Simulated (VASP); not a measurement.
A calculation with VASP 6.6.1 of KF (ASE script, Cartesian positions):

The input run.py:

```python
from ase.calculators.vasp import Vasp
from ase.dft.bandgap import bandgap
from ase.io import read

atoms = read('KF.xyz')
calc = Vasp(
    directory='calc',
    xc='pbe',
    pp='PBE',
    setups='gw',
    prec='Accurate',
    encut=550,
    ediff=1e-06,
    ismear=0,
    sigma=0.1,
    lreal=False,
    lasph=True,
    nelm=80,
    algo='Normal',
    isif=2,
    lwave=False,
    lcharg=False,
    kpts=[8, 8, 8],
    gamma=True,
    nbands=15,
)
atoms.calc = calc

print('energy (eV):', atoms.get_potential_energy())
print('free energy (eV):', atoms.get_potential_energy(force_consistent=True))
print('forces (eV/A):')
print(atoms.get_forces())
print('stress (eV/A^3, Voigt):', atoms.get_stress())
print('Fermi level (eV):', calc.get_fermi_level())
gap, top, bottom = bandgap(calc)
print('band gap (eV):', gap, 'from (spin, k, band)', top, 'to', bottom)
```

The input KF.xyz:

```xyz
2
Lattice="3.2589550000 0.0000000000 0.0000000000 0.0000000000 3.2589550000 0.0000000000 0.0000000000 0.0000000000 3.2589550000" Properties=species:S:1:pos:R:3 pbc="T T T"
K      0.0000000000      0.0000000000      0.0000000000
F      1.6294775000      1.6294775000      1.6294775000
```

Potentials or basis: VASP PAW PBE potentials, release 64 (K_sv_GW, F_GW).

The run is started by

```console
$ python run.py
```

The cell comes from a database or a generator and needn't be the stable form of this composition.

Write the same calculation in another form: native input, structure from a POSCAR.

As run:

Contents of INCAR:

```
PREC     = Accurate       # precision mode
ENCUT    = 550            # plane-wave cutoff, eV
EDIFF    = 1E-7           # SCF threshold, eV
ISMEAR   = 0              # smearing method
SIGMA    = 0.1            # smearing width, eV
LREAL    = F              # projectors in reciprocal space
LASPH    = T              # aspherical terms in the spheres
NELM     = 100            # most SCF steps
ALGO     = Normal         # electronic algorithm
ISIF     = 2              # what is computed and relaxed
LWAVE    = F              # write WAVECAR
LCHARG   = F              # write CHGCAR
GGA      = PE             # functional
NBANDS   = 15             # bands
```

KPOINTS

```
regular mesh
0
Gamma
  8 8 8
```

File POSCAR:

```
KF
1.0
    3.2589550000      0.0000000000      0.0000000000
    0.0000000000      3.2589550000      0.0000000000
    0.0000000000      0.0000000000      3.2589550000
K F
1 1
Cartesian
    0.0000000000      0.0000000000      0.0000000000
    1.6294775000      1.6294775000      1.6294775000
```

Potentials or basis: VASP PAW PBE potentials, release 64 (K_sv_GW, F_GW).

Launch:

```sh
$ cat potpaw_PBE.64/K_sv_GW/POTCAR potpaw_PBE.64/F_GW/POTCAR > POTCAR
$ mpirun -np 1 vasp_std > vasp.out
```

Both were run:

|  | ASE script, Cartesian positions | native input, structure from a POSCAR |
| --- | --- | --- |
| Band gap on the k mesh | 6.27 eV, indirect (least direct gap 6.32 eV) | 6.27 eV, indirect (least direct gap 6.32 eV) |

Keys that steer only the numerical path or the files written may differ.
